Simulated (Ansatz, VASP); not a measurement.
# KCl in VASP and in Ansatz

File INCAR:

```
PREC = Accurate
ENCUT = 520
EDIFF = 1E-8
ISMEAR = -1
SIGMA = 0.02
LREAL = False
LASPH = True
NELM = 80
ALGO = Normal
ISIF = 2
LWAVE = False
LCHARG = False
GGA = PS
LEFG = True
NBANDS = 15
```

Contents of KPOINTS:

```
Automatic mesh
0
Gamma
  7 7 7
```

Contents of POSCAR:

```
KCl
1.0
    3.5598159191      0.0000000000      0.0000000000
    0.0000000000      3.5598159191      0.0000000000
    0.0000000000      0.0000000000      3.5598159191
K Cl
1 1
Direct
    0.0000000000      0.0000000000      0.0000000000
    0.5000000000      0.5000000000      0.5000000000
```

Input for Ansatz:

```yaml
crystal:
  lattice:
    - [3.5598159191, 0.0, 0.0]
    - [0.0, 3.5598159191, 0.0]
    - [0.0, 0.0, 3.5598159191]
  atoms:
    - { symbol: K, position: [0.0, 0.0, 0.0] }
    - { symbol: Cl, position: [0.5, 0.5, 0.5] }
kpoints:
  mp_grid: { grid: [7, 7, 7] }
scf:
  occupations: { method: fermi_dirac, width: 0.02 }
hamiltonian:
  xc: pbesol
  pseudopotentials: { kind: paw }
output:
  forces: true
  stress: true
  eigenvalues: true
  efg: { contact_densities: true }
  write_density: true
  write_potential: true
  elf: true
  volumetric_format: npy
```

Change from the starting cell: volume scaled by 0.94, PAW files.

Alike in both runs: task electric field gradients; functional PBEsol; k mesh 7 × 7 × 7; occupations fermi-dirac, width 0.02 eV; no spin polarisation.

```csv
,VASP,Ansatz
version,VASP 6.6.1,Ansatz 0.2.0
potentials or method,"VASP PAW PBE potentials, release 64 (K_sv, Cl)","PAW with Ansatz's default frozen-core files, scalar-relativistic"
plane-wave cutoff (eV),520,420
valence electrons in the cell,16,16
```

VASP gave:

* gap on the k mesh at the Fermi level (eV): 5.74
* pressure (GPa): 4.7
* Vzz of the field gradient on the site that differs most (V/Å²): 0.0

Task: Estimate Ansatz's values.

Result: gap on the k mesh at the Fermi level (eV): 5.75; pressure (GPa): 4.6; Vzz of the field gradient on the site that differs most (V/Å²): 0.0.

With one functional, cell and mesh, what is left measures potentials, basis and numerics.

Caveats: the PAW data sets were made with another functional, which shifts forces and pressure a little (VASP); an odd mesh through Γ misses points on the zone boundary, where band edges often lie.
